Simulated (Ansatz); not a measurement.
Generalised stacking fault of LiI (rock salt) on the {110} plane. The cell below holds the perfect crystal with the plane normal along z; tilting its third vector by the shift puts one fault into each cell, between planes 2.09 Å apart, at fixed cell height.

```yaml
crystal:
  lattice:
    - [4.17424, 0.00000, 0.00000]
    - [0.00000, 5.90327, 0.00000]
    - [2.08712, 2.95164, 6.26136]
  atoms:
    - { symbol: I, position: [0.00000, 0.00000, 0.83333] }
    - { symbol: I, position: [0.33333, 0.33333, 0.16667] }
    - { symbol: I, position: [0.66667, 0.66667, 0.50000] }
    - { symbol: Li, position: [0.00000, 0.50000, 0.83333] }
    - { symbol: Li, position: [0.33333, 0.83333, 0.16667] }
    - { symbol: Li, position: [0.66667, 0.16667, 0.50000] }
```

In-plane vectors a = (4.174, 0.000) Å, b = (0.000, 5.903) Å, area 24.64 Å². The shift is s times the vector a (length 4.174 Å), so s = 1 restores the start. Atoms relax along the normal only. γ = [E(shift) − E(0)] / area.

The numbers are results of PBEsol (plane waves to 420 eV, PAW, scalar-relativistic; Ansatz, a first-principles code), not measurements. k mesh 7×7×7 (Γ-centred), Fermi-Dirac smearing 0.05 eV. Energies are extrapolated to zero smearing. Faults lie only 6.3 Å apart, and holding the cell height raises γ above its relaxed value. LiI was relaxed with its symmetry unable to fall. Spin-orbit coupling is left out, though I is heavy. The zero of γ is zero shift.

```tsv
s	γ (mJ/m²)
0.000	0
0.083	33
0.167	96
0.250	157
0.333	?
0.417	?
0.500	249
0.583	?
0.667	?
0.750	157
0.833	96
0.917	33
```

Question: What belongs in the gaps?

Answer: 
- 0.333, γ (mJ/m²): 206
- 0.417, γ (mJ/m²): 238
- 0.583, γ (mJ/m²): 238
- 0.667, γ (mJ/m²): 206

(The slope of γ gives the shear force per area between the displaced halves; near zero shift its curvature is an elastic stiffness.)
